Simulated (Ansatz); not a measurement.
input.yaml (Ansatz)

```yaml
crystal:
  lattice:
    - [0.0, 1.7983533734, 1.7983533734]
    - [1.7983533734, 0.0, 1.7983533734]
    - [1.7983533734, 1.7983533734, 0.0]
  atoms:
    - { symbol: Cr, position: [0.0, 0.0, 0.0], spin: 1.5, spin_axis: [0, 0, 1] }
hamiltonian:
  xc: r2scan
  pseudopotentials:
    kind: paw_fr
    azcp:
      Cr: "pseudopotentials/Cr.paw.azcp"
basis:
  ecutwfc: 500
  fft_grid_basis: typed
kpoints:
  mp_grid: { grid: [15, 15, 15], shift: [0, 0, 0] }
magnetization:
  noncollinear: true
  spin_orbit: true
scf:
  occupations: { method: fermi_dirac, width: 0.05 }
output:
  write_density: true
  write_potential: true
  elf: true
  volumetric_format: npy
```

Output

```
Engine: ansatz 0.2.0, x86_64-unknown-linux-gnu
Pseudopotentials: kind: paw_fr
Pseudopotential: Cr, paw_fr, valence charge 14, recommended cutoff 500 eV (meta_gga) 
Functional definition: r2SCAN
  parameter k0 = 0.174
  parameter k1 = 0.065
  parameter a1 = 4.9479
  exchange = r2scan_x(k0 = k0, k1 = k1, a1 = a1)
  correlation = r2scan_c
Crystal: 1 atoms, lattice volume = 11.632 Å³
Basis set: ecut = 500 eV, 307 PW (Γ), exchange–correlation on 80×80×80 points (64 copies of the dense FFT grid, shifted against one another)
Bands: 22, of which v1, the nominal top of the filled ones, is band 14 counted from 1 (13 counted from 0)
Symmetry: 8 space group operations + 8 with time reversal
Magnetic group: BNS 139.537 (UNI 1197), of the structure as read, at distance tolerance 2.3e-5 Å
k-points: 288 of 3375 (time reversal used)
Projection manifold: j_resolved (fully-relativistic pseudo-atomic orbitals)
Non-local potential: Cr, projectors of the file, l = 0: 3, l = 1: 4, l = 2: 6, l = 3: 2
PAW form: soft (Blöchl's): semilocal exchange-correlation on the pseudo side does not see the compensation charge
PAW frozen core: Cr, regenerated for the run's functional (the file was generated under x = pbe(κ = 0.804, μ = 0.2195149727645171), c = pbe(β = 0.06672455060314922))
PAW one-centre angular grid: Cr, 590 points (default); XC on 224 Gauss nodes
Initial density: superposition of atomic densities (chi_scale 0.1, normalization cell)
Starting moments: Σ|m| = 1.5 μB on 1 of 1 site
Initial wavefunctions: pseudopotential atomic-orbital guess
Functional: x = r2scan, c = r2scan; τ floored in thin density (d = 2e-4 eV/Å³)
SCF iter   1: F=—  HF=-3382.120048 eV  |F-HF|=—  |Δ(HF+E_count)|=         —  Δρ=2.32e-1  dr2=5.14e0  dr2_τ=3.56e-2  dr2_m=6.21e-1  ethr=3.10e-3  |M|=8.24e-1 ∫|m|=8.26e-1 μB  |m|>n=0.0e0 m-floor=0.0e0 τ_xc=0.0e0  β_m=1.00  ⟨swp⟩=6.3  Hψ=33113  notcnv=0  defer=24
SCF iter   2: F=—  HF=-3380.924631 eV  |F-HF|=—  |Δ(HF+E_count)|=    1.20e0  Δρ=5.22e-2  dr2=2.40e-1  dr2_τ=1.09e-2  dr2_m=4.41e-3  ethr=3.10e-3  |M|=8.31e-1 ∫|m|=8.41e-1 μB  |m|>n=0.0e0 m-floor=0.0e0 τ_xc=5.7e-5  β_m=1.00  ⟨swp⟩=2.3  Hψ=14716  notcnv=0  defer=519  κ⁻¹=1.0e0(r=1)
SCF iter   3: F=—  HF=-3380.963903 eV  |F-HF|=—  |Δ(HF+E_count)|=   3.93e-2  Δρ=2.73e-2  dr2=3.44e-2  dr2_τ=1.60e-3  dr2_m=5.18e-5  ethr=1.71e-3  |M|=8.18e-1 ∫|m|=8.32e-1 μB  |m|>n=0.0e0 m-floor=0.0e0 τ_xc=7.3e-5  β_m=1.00  ⟨swp⟩=2.4  Hψ=10414  notcnv=0  defer=456  κ⁻¹=1.7e-3(r=2)
SCF iter   4: F=—  HF=-3380.970644 eV  |F-HF|=—  |Δ(HF+E_count)|=   6.74e-3  Δρ=7.10e-3  dr2=3.45e-3  dr2_τ=9.60e-5  dr2_m=1.34e-3  ethr=2.46e-4  |M|=7.83e-1 ∫|m|=7.97e-1 μB  |m|>n=0.0e0 m-floor=0.0e0 τ_xc=7.2e-5  β_m=1.00  ⟨swp⟩=2.1  Hψ=11644  notcnv=0  defer=456  κ⁻¹=5.3e-6(r=3)
SCF iter   5: F=—  HF=-3380.972125 eV  |F-HF|=—  |Δ(HF+E_count)|=   1.48e-3  Δρ=1.04e-2  dr2=1.98e-3  dr2_τ=1.11e-4  dr2_m=2.88e-3  ethr=2.46e-5  |M|=7.32e-1 ∫|m|=7.46e-1 μB  |m|>n=0.0e0 m-floor=0.0e0 τ_xc=6.0e-5  β_m=1.00  ⟨swp⟩=2.0  Hψ=11707  notcnv=0  defer=456  κ⁻¹=2.5e-6(r=4)
...
WARN: the starting moments were not kept: the SCF closed with an absolute magnetisation of 1.9e-4 μB, where they sum to 1.5 μB in size (1 site). That is at most 0.1 of that sum. Measured as dr2_m measures the in/out step, that magnetisation stands 3.8e-8 eV from none, at or under the dr2_threshold of 1.0e-7 eV: it is no larger than a step whose dr2_m would equal this threshold. The system may hold no moment; this SCF shows only that its start led to no more than that. To try another start: raise the starting moments (crystal.atoms[].spin, magnetization.per_species, magnetization.initial_magnetization, or on a non-collinear deck that types none of these the spinor_matrix: blocks that start its atoms; where the total moment is fixed, keep their sum and leave initial_magnetization as it is; typed ones take the place of any that the run laid by itself, positive ones on a crystal's lanthanoids without a Hubbard term where scf.initial_density.shell_occupations: [] is typed) or, if the notice of its spin-set hold's release reads "site moments contracting" or "site moments show no strong build", lengthen the hold (scf.mixing.spin_hold: { on: { confirm: 4 } }; for m-r²SCAN on two components see the key's manual first). Each may lead to a state that holds a moment. A second SCF, from the converged charge density, with the starting moments and any scf.initial_density.shell_occupations laid on it anew, would have followed, and was not run: the deck does not ask for one (magnetization.retry_lost_moments is false, the default). To let it run, set magnetization.retry_lost_moments: true and run the deck again, where that key's refused combinations let it; where memory then withholds it, that run's warning says so.
SCF 1 converged in 34 iterations: F = -3380.998526 eV  dr2 = 9.45e-11
SCF converged after 34 iterations
Stability not checked: this state was not tested for a lower state beside it, because the mixer in use, unlike msr1, does not test its closes by its own steps (another_mixer; see scf.mixing.algorithm and scf.lower_state_search)
Magnetization: |M| = 0.0002 μB,  M = (-0.0000, +0.0000, +0.0002) μB
Absolute magnetization: 0.0002 μB (∫|m|, with the PAW one-centre terms)
  site 0: m = (-0.0000, +0.0000, +0.0002) μB, |m| = 0.0002 μB  (R = 1.05 Å)
Free energy (F): -3380.998526 eV
Harris-Foulkes:  -3380.998526 eV  (|F-HF|=1.03e-9)
Internal energy: -3380.984807 eV  (E = F + TS)
E sigma→0 (E₀):  -3380.991667 eV
Entropy (-TS):   -0.013719 eV (-13.719 meV/atom)
Fermi energy:    18.940349 eV
--- Per-component energies (eV) ---
  E_band       = -162.330056
  E_kinetic    = 343.861075
  E_local      = -1180.805567  (includes V_loc(G=0)·N_el)
  E_nonlocal   = 79.043472
  E_hartree    = 515.270227
  E_xc         = -137.894761
  E_vxc        = -200.707866  (∫ρ·V_xc dr)
  E_paw        = -1201.319968  (= ΣΔE_a)
  E_vpaw       = -246.950240  (= ΣTr[D̂ρ^β])
  E_aug_tail   = 0.000186  (compensation charges beyond the density's cutoff)
  E_vtau       = 12.688028  (kinetic-family band-sum trace: ∫τ·v_τ [+ j·A + Jᵃ·Aᵃ] dr)
  E_ewald      = -1798.867276
  E_core_change = -0.272197  (= ΣΔE_core)
  E_smearing   = -0.013719  (= −TS)
  E_closure    = -0.000000  (closes the sum)
  Σ components = -3380.998526   (vs F -3380.998526, Δ=0.00e0)
--- Band table (eV; the first three rows and the last of 288) ---
  k-point 0: bands = ["-55.4241", "-55.4239", "-25.6845", "-25.6844", "-24.6355", "-24.6354", "-24.6353", "-24.6352", "10.8080", "10.8081", "18.4263", "18.4264", "18.4265", "18.4266", "18.4797", "18.4798", "20.5264", "20.5264", "20.5266", "20.5266", "39.5335", "39.5335"]
  k-point 1: bands = ["-55.4158", "-55.4155", "-25.7016", "-25.7015", "-24.6658", "-24.6657", "-24.6408", "-24.6406", "11.0003", "11.0004", "18.3461", "18.3464", "18.4886", "18.4888", "18.5307", "18.5309", "20.4880", "20.4881", "20.4920", "20.4921", "39.5920", "39.5921"]
  k-point 2: bands = ["-55.3921", "-55.3919", "-25.7529", "-25.7528", "-24.7479", "-24.7478", "-24.6559", "-24.6558", "11.5552", "11.5552", "18.1046", "18.1049", "18.6398", "18.6400", "18.6901", "18.6903", "20.4125", "20.4125", "20.4287", "20.4288", "39.3549", "39.3549"]
  k-point 287: bands = ["-55.1649", "-55.1647", "-26.2441", "-26.2440", "-25.2736", "-25.2735", "-24.9779", "-24.9777", "14.6484", "14.6485", "15.4109", "15.4112", "21.1241", "21.1243", "21.6680", "21.6681", "21.9005", "21.9008", "23.6478", "23.6480", "31.9586", "31.9587"]
```

Launched by

```sh
ansatz run input.yaml --threads 1 --pin off --max-ram 3584MiB --backend cpu --events-out ev --progress --plain --runs-dir out
```

On 1 thread of Intel(R) Xeon(R) Platinum 8259CL CPU @ 2.50GHz (Skylake/Cascade Lake) (shared host) this took about 210 s of wall time and 210 s of CPU time.
